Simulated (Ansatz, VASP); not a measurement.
## Two plane-wave programs on MgO

File INCAR:

```
SYSTEM = MgO
PREC = Accurate
ENCUT = 600
EDIFF = 1E-7
ISMEAR = 0
SIGMA = 0.02
LREAL = .False.
LASPH = .True.
NELM = 60
ALGO = Normal
ISIF = 3
LWAVE = .False.
LCHARG = .False.
GGA = PS
IBRION = 2
NSW = 100
EDIFFG = -0.005
```

Contents of KPOINTS:

```
Automatic mesh
0
Gamma
  10 10 10
  0 0 0
```

The input POSCAR:

```
MgO
1.0
    0.0000000000      2.0970013927      2.0970013927
    2.0970013927      0.0000000000      2.0970013927
    2.0970013927      2.0970013927      0.0000000000
Mg O
1 1
Direct
    0.0000000000      0.0000000000      0.0000000000
    0.5000000000      0.5000000000      0.5000000000
```

Input for Ansatz:

```yaml
crystal:
  lattice:
    - [0.0, 2.0970013927, 2.0970013927]
    - [2.0970013927, 0.0, 2.0970013927]
    - [2.0970013927, 2.0970013927, 0.0]
  atoms:
    - { symbol: Mg, position: [0.0, 0.0, 0.0] }
    - { symbol: O, position: [0.5, 0.5, 0.5] }
basis:
  ecutwfc: 420
kpoints:
  mp_grid: { grid: [10, 10, 10] }
hamiltonian:
  xc: pbesol
scf:
  occupations: { method: gaussian, width: 0.02 }
output:
  forces: true
  stress: true
  eigenvalues: true
  write_density: true
  write_potential: true
  elf: true
  volumetric_format: npy
relax:
  adjacent_minimum: "off"
  f_tol: 0.005
  max_steps: 80
  cell: { stress_tol: 0.05 }
```

The cell is a database's computed one.

Alike in both runs: task relaxation of cell and atoms; functional PBEsol; k mesh 10 × 10 × 10; occupations gaussian, width 0.02 eV; no spin polarisation.

|  | VASP | Ansatz |
| --- | --- | --- |
| version | VASP 6.6.1 | Ansatz 0.2.0 |
| potentials or method | VASP PAW PBE potentials, release 64 (Mg, O) | scalar-relativistic, plane waves, PAW |
| plane-wave cutoff (eV) | 600 | 420 |
| valence electrons in the cell | 8 | 16 |

```csv
,VASP,Ansatz,Ansatz less VASP
"gap on the k mesh at the Fermi level, each at its own relaxed structure (eV)",4.66,4.62,-0.044
relaxed volume (Å³/atom),9.31,9.35,+0.040
relaxed cell length with the largest relative difference (Å),2.975,2.980,+0.0043
```

The two sets of potentials don't hold the same shells in valence.

Caveats: the PAW data sets were made with another functional, which shifts forces and pressure a little (VASP). Expect the measured gap to be larger: semilocal functionals such as PBEsol lack the derivative discontinuity.
